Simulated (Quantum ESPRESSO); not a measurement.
**How AlAs absorbs and reflects light**

Wanted: where AlAs starts to absorb, how strongly, and its refractive index.

Program: Quantum ESPRESSO 7.5. Level of theory: DFT, PBE, plane waves with norm-conserving potentials (PseudoDojo), scalar-relativistic, independent-particle optical response without local fields and without the non-local commutator. Results are calculated unless marked as measured.

### 1. The starting structure

It takes space group F-43m (No. 216, cubic). Conventional cell: a = 5.661 Å, b = 5.661 Å, c = 5.661 Å, α = 90.00°, β = 90.00°, γ = 90.00°. Nearest to As lie 4 Al at 2.45 Å. Nearest to Al lie 4 As at 2.45 Å. Farther neighbours are not listed.

### 2. Ground state

The self-consistent density comes first; it also tells whether there is a gap, which decides the occupations and the need for a Drude term.

This step: DFT, PBE, plane waves with norm-conserving potentials (PseudoDojo), scalar-relativistic, ground state (Quantum ESPRESSO 7.5).

Contents of scf.in:

```
&control
  calculation = 'scf'
  prefix = 'x'
  outdir = './tmp'
  pseudo_dir = './'
  verbosity = 'high'
/
&system
  ibrav = 0
  nat = 2
  ntyp = 2
  ecutwfc = 70
  occupations = 'smearing'
  smearing = 'fd'
  degauss = 0.003675
  nbnd = 13
/
&electrons
  conv_thr = 1e-09
  electron_maxstep = 100
/
ATOMIC_SPECIES
  As 1.0 As.upf
  Al 1.0 Al.upf
CELL_PARAMETERS angstrom
  0.000000000000 2.830400000000 2.830400000000
  2.830400000000 0.000000000000 2.830400000000
  2.830400000000 2.830400000000 0.000000000000
ATOMIC_POSITIONS crystal
  As 0.750000000000 0.750000000000 0.750000000000
  Al 0.000000000000 0.000000000000 0.000000000000
K_POINTS automatic
  7 7 7 0 0 0
```

Command:

```sh
$ mpirun -n 4 pw.x -nk 4 -in scf.in
```

The runs that follow: ground state with the final occupations; bands on the whole mesh, 11×11×11; dielectric function. Settings of the main run: response mesh 11×11×11, line width 0.4 eV, cutoff 70 Ry.

What does the calculation give for the electronic dielectric constant ε∞, mean over x, y and z?

At this level (PBE, independent particles) AlAs has ε∞ = 9.78 and n = 3.18 at 1550 nm, and Im ε peaks at 4.2 eV. Excitons and phonon-assisted transitions are missing, and so are local fields; PBE gaps are as a rule too small, which pulls the onset down and ε∞ up. epsilon.x leaves out the commutator of the non-local potential, so its intensities are off, as a rule too high.

| Property | Result |
| --- | --- |
| electronic dielectric constant ε∞, mean over x, y and z (by symmetry where fewer were run) (independent particles) | 9.78 |
| main peak of Im epsilon, first axis | 4.22 eV |
| centre of weight of the strongest loss peak in the window, first axis | 16.4 eV |

The sum runs over mesh points, so small or evenly spaced maxima can still be ripples of the mesh.

[Machine, clock, banner and «Message from routine» lines are left out of the logs.]

[Logs are printed without paths, hosts, clocks, repeated set-up lines and the standing remarks that a program may print on its own settings, such as how far it seeks lower states.]

[Hosts, paths, dates, database ids (printed as entryN), source tags and the programs' standing remarks are cut or masked in the printed files.]
